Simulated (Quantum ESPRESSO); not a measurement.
Write the native input for Quantum ESPRESSO 7.5 that does the following.

```
Task                : band structure
Functional          : PBE
Potentials or basis : PseudoDojo 0.4.1 SR PBE standard
Cutoff              : 1143 eV
Density cutoff      : 4572 eV
k mesh              : 6 × 6 × 9
Occupations         : fermi-dirac, width 0.05 eV
Spin                : no spin polarisation
Mixing beta         : 0.5
Most SCF iterations : 120
SCF threshold       : 1.2e-09 Ry
```

TiO2:

```
CELL_PARAMETERS angstrom
4.59984 0.00000 0.00000
0.00000 4.59984 0.00000
0.00000 0.00000 2.95921
ATOMIC_POSITIONS crystal
Ti 0.00000 0.00000 0.50000
Ti 0.50000 0.50000 0.00000
O 0.30432 0.30432 0.50000
O 0.19568 0.80432 0.00000
O 0.80432 0.19568 0.00000
O 0.69568 0.69568 0.50000
```

The cell is a database's computed one.

These files were run (other wordings do the same):

pw.in

```
&CONTROL
  calculation = 'scf'
  prefix = 'pwscf'
  outdir = './tmp'
  pseudo_dir = './pseudo'
  tprnfor = .true.
  tstress = .true.
  disk_io = 'low'
/
&SYSTEM
  ibrav = 0
  nat = 6
  ntyp = 2
  ecutwfc = 84
  nbnd = 33
  occupations = 'smearing'
  smearing = 'fd'
  degauss = 0.00367493
/
&ELECTRONS
  conv_thr = 1.2d-09
  electron_maxstep = 120
  mixing_beta = 0.5
/
ATOMIC_SPECIES
Ti    47.8670 Ti.upf
O     15.9990 O.upf
CELL_PARAMETERS angstrom
   4.5998373239    0.0000000000    0.0000000000
   0.0000000000    4.5998373239    0.0000000000
   0.0000000000    0.0000000000    2.9592135600
ATOMIC_POSITIONS angstrom
Ti     0.0000000000    0.0000000000    1.4796067800
Ti     2.2999186620    2.2999186620    0.0000000000
O      1.3998285662    1.3998285662    1.4796067800
O      0.9000900958    3.6997472281    0.0000000000
O      3.6997472281    0.9000900958    0.0000000000
O      3.2000087577    3.2000087577    1.4796067800
K_POINTS automatic
6 6 9 0 0 0
```

pp_density.in

```
&INPUTPP
  prefix = 'pwscf'
  outdir = './tmp'
  filplot = 'density.dat'
  plot_num = 0
/
&PLOT
  nfile = 1
  filepp(1) = 'density.dat'
  iflag = 3
  output_format = 6
  fileout = 'density.cube'
/
```

pp_potential.in

```
&INPUTPP
  prefix = 'pwscf'
  outdir = './tmp'
  filplot = 'potential.dat'
  plot_num = 11
/
&PLOT
  nfile = 1
  filepp(1) = 'potential.dat'
  iflag = 3
  output_format = 6
  fileout = 'potential.cube'
/
```

pp_elf.in

```
&INPUTPP
  prefix = 'pwscf'
  outdir = './tmp'
  filplot = 'elf.dat'
  plot_num = 8
/
&PLOT
  nfile = 1
  filepp(1) = 'elf.dat'
  iflag = 3
  output_format = 6
  fileout = 'elf.cube'
/
```

bands.in

```
&CONTROL
  calculation = 'bands'
  prefix = 'pwscf'
  outdir = './tmp'
  pseudo_dir = './pseudo'
  disk_io = 'low'
  verbosity = 'high'
/
&SYSTEM
  ibrav = 0
  nat = 6
  ntyp = 2
  ecutwfc = 84
  nbnd = 33
  occupations = 'smearing'
  smearing = 'fd'
  degauss = 0.00367493
/
&ELECTRONS
  conv_thr = 1d-08
  electron_maxstep = 120
  mixing_beta = 0.5
  diago_full_acc = .true.
/
ATOMIC_SPECIES
Ti    47.8670 Ti.upf
O     15.9990 O.upf
CELL_PARAMETERS angstrom
   4.5998373239    0.0000000000    0.0000000000
   0.0000000000    4.5998373239    0.0000000000
   0.0000000000    0.0000000000    2.9592135600
ATOMIC_POSITIONS angstrom
Ti     0.0000000000    0.0000000000    1.4796067800
Ti     2.2999186620    2.2999186620    0.0000000000
O      1.3998285662    1.3998285662    1.4796067800
O      0.9000900958    3.6997472281    0.0000000000
O      3.6997472281    0.9000900958    0.0000000000
O      3.2000087577    3.2000087577    1.4796067800
K_POINTS crystal
60
 0.0000000000  0.0000000000  0.0000000000 1
 0.0000000000  0.1250000000  0.0000000000 1
 0.0000000000  0.2500000000  0.0000000000 1
 0.0000000000  0.3750000000  0.0000000000 1
 0.0000000000  0.5000000000  0.0000000000 1
 0.1250000000  0.5000000000  0.0000000000 1
 0.2500000000  0.5000000000  0.0000000000 1
 0.3750000000  0.5000000000  0.0000000000 1
 0.5000000000  0.5000000000  0.0000000000 1
 0.4285714286  0.4285714286  0.0000000000 1
 0.3571428571  0.3571428571  0.0000000000 1
 0.2857142857  0.2857142857  0.0000000000 1
 0.2142857143  0.2142857143  0.0000000000 1
 0.1428571429  0.1428571429  0.0000000000 1
 0.0714285714  0.0714285714  0.0000000000 1
 0.0000000000  0.0000000000  0.0000000000 1
 0.0000000000  0.0000000000  0.0625000000 1
 0.0000000000  0.0000000000  0.1250000000 1
 0.0000000000  0.0000000000  0.1875000000 1
 0.0000000000  0.0000000000  0.2500000000 1
 0.0000000000  0.0000000000  0.3125000000 1
 0.0000000000  0.0000000000  0.3750000000 1
 0.0000000000  0.0000000000  0.4375000000 1
 0.0000000000  0.0000000000  0.5000000000 1
 0.0000000000  0.1000000000  0.5000000000 1
 0.0000000000  0.2000000000  0.5000000000 1
 0.0000000000  0.3000000000  0.5000000000 1
 0.0000000000  0.4000000000  0.5000000000 1
 0.0000000000  0.5000000000  0.5000000000 1
 0.1000000000  0.5000000000  0.5000000000 1
 0.2000000000  0.5000000000  0.5000000000 1
 0.3000000000  0.5000000000  0.5000000000 1
 0.4000000000  0.5000000000  0.5000000000 1
 0.5000000000  0.5000000000  0.5000000000 1
 0.4285714286  0.4285714286  0.5000000000 1
 0.3571428571  0.3571428571  0.5000000000 1
 0.2857142857  0.2857142857  0.5000000000 1
 0.2142857143  0.2142857143  0.5000000000 1
 0.1428571429  0.1428571429  0.5000000000 1
 0.0714285714  0.0714285714  0.5000000000 1
 0.0000000000  0.0000000000  0.5000000000 1
 0.0000000000  0.5000000000  0.0000000000 1
 0.0000000000  0.5000000000  0.0555555556 1
 0.0000000000  0.5000000000  0.1111111111 1
 0.0000000000  0.5000000000  0.1666666667 1
 0.0000000000  0.5000000000  0.2222222222 1
 0.0000000000  0.5000000000  0.2777777778 1
 0.0000000000  0.5000000000  0.3333333333 1
 0.0000000000  0.5000000000  0.3888888889 1
 0.0000000000  0.5000000000  0.4444444444 1
 0.0000000000  0.5000000000  0.5000000000 1
 0.5000000000  0.5000000000  0.0000000000 1
 0.5000000000  0.5000000000  0.0625000000 1
 0.5000000000  0.5000000000  0.1250000000 1
 0.5000000000  0.5000000000  0.1875000000 1
 0.5000000000  0.5000000000  0.2500000000 1
 0.5000000000  0.5000000000  0.3125000000 1
 0.5000000000  0.5000000000  0.3750000000 1
 0.5000000000  0.5000000000  0.4375000000 1
 0.5000000000  0.5000000000  0.5000000000 1
```

Potentials or basis: PseudoDojo 0.4.1 SR PBE standard.

Command:

```sh
$ OMP_NUM_THREADS=1 pw.x -in pw.in > pw.out
$ OMP_NUM_THREADS=1 pp.x -in pp_density.in > pp_density.out
$ OMP_NUM_THREADS=1 pp.x -in pp_potential.in > pp_potential.out
$ OMP_NUM_THREADS=1 pp.x -in pp_elf.in > pp_elf.out
$ OMP_NUM_THREADS=1 pw.x -in bands.in > bands.out
```

Results of the run:

- Pressure: 3.6 GPa
- Largest force: 0.019 eV/Å
- Band gap on the k mesh: 1.88 eV, direct
- Band gap along the path: 1.88 eV, direct

Run time: 7.1 min on 1 thread of Arm Neoverse V1, with other jobs on the host, peak memory 0.21 GiB.
